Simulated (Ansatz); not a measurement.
Ansatz input file:

```yaml
crystal:
  lattice:
    - [3.0906064, 0.0, 0.0]
    - [0.0, 3.0906064, 0.0]
    - [0.0, 0.0, 3.0906064]
  atoms:
    - { symbol: Sb, position: [0.0, 0.0, 0.0] }
basis:
  ecutwfc: 420
kpoints:
  mp_grid: { grid: [14, 14, 14] }
hamiltonian:
  xc: pbesol
scf:
  occupations: { method: gaussian, width: 0.1 }
output:
  forces: true
  stress: true
  eigenvalues: true
  populations: true
```

Command:
```bash
ansatz run input.yaml --threads 1 --pin off --max-ram 1331MiB --backend cpu --events-out ev --progress --plain --runs-dir out
```

Computed with Ansatz 0.2.0, DFT PBEsol, scalar-relativistic, plane waves, PAW.

From the run's log, abridged (final results; tables in files aren't shown):

```
SCF 1 converged in 7 iterations: F = -6408.056992 eV  dr2 = 3.10e-9
SCF converged after 7 iterations
Free energy (F): -6408.056992 eV
Harris-Foulkes:  -6408.056992 eV  (|F-HF|=3.25e-9)
Internal energy: -6408.053089 eV  (E = F + TS)
E sigma→0 (E₀):  -6408.055040 eV
Entropy (-TS):   -0.003904 eV (-3.904 meV/atom)
Fermi energy:    9.915427 eV
--- Per-component energies (eV) ---
  E_band       = -166.287866
  E_kinetic    = 207.136274
  E_local      = -1563.672793  (includes V_loc(G=0)·N_el)
  E_nonlocal   = 363.969614
  E_hartree    = 708.317029
  E_xc         = -137.451948
  E_vxc        = -96.574998  (∫ρ·V_xc dr)
  E_paw        = -4499.496412  (= ΣΔE_a)
  E_vpaw       = -493.782310  (= ΣTr[D̂ρ^β])
  E_aug_tail   = -0.000002  (compensation charges beyond the density's cutoff)
  E_ewald      = -1487.186707
  E_core_change = 0.331857  (= ΣΔE_core)
  E_smearing   = -0.003904  (= −TS)
--- Forces (eV/Å), atoms counted from 1 ---
  atom   1  Sb     0.00000000     0.00000000     0.00000000
--- Stress (GPa, compression-positive) ---
       -1.624657       0.000000       0.000000
        0.000000      -1.624657       0.000000
        0.000000       0.000000      -1.624657
  P = ⅓ Tr σ = -1.6247 GPa (-16.247 kbar)
--- Band table (eV; the first three rows and the last of 120) ---
  k-point 0: bands = ["-19.1425", "-19.1425", "-18.9579", "-18.9579", "-18.9579", "-2.5012", "13.2667", "13.2667", "13.2667", "17.1284", "17.1284", "18.1737"]
  k-point 1: bands = ["-19.1422", "-19.1345", "-18.9602", "-18.9602", "-18.9577", "-2.4263", "12.3103", "13.3408", "13.3408", "17.1911", "17.6668", "18.7843"]
  k-point 2: bands = ["-19.1412", "-19.1119", "-18.9667", "-18.9667", "-18.9572", "-2.2034", "10.5786", "13.5577", "13.5577", "17.3788", "18.0217", "20.7317"]
  k-point 119: bands = ["-19.0561", "-19.0561", "-19.0561", "-18.8819", "-18.8819", "5.4700", "8.3559", "8.3559", "8.3559", "14.8352", "14.8352", "14.8352"]
--- Löwdin populations: 1 site ---
  site symbol q [e]
     0     Sb     14.9648
  spilling = 0.002345 (of n_electrons = 15.000000)
```

The run converged.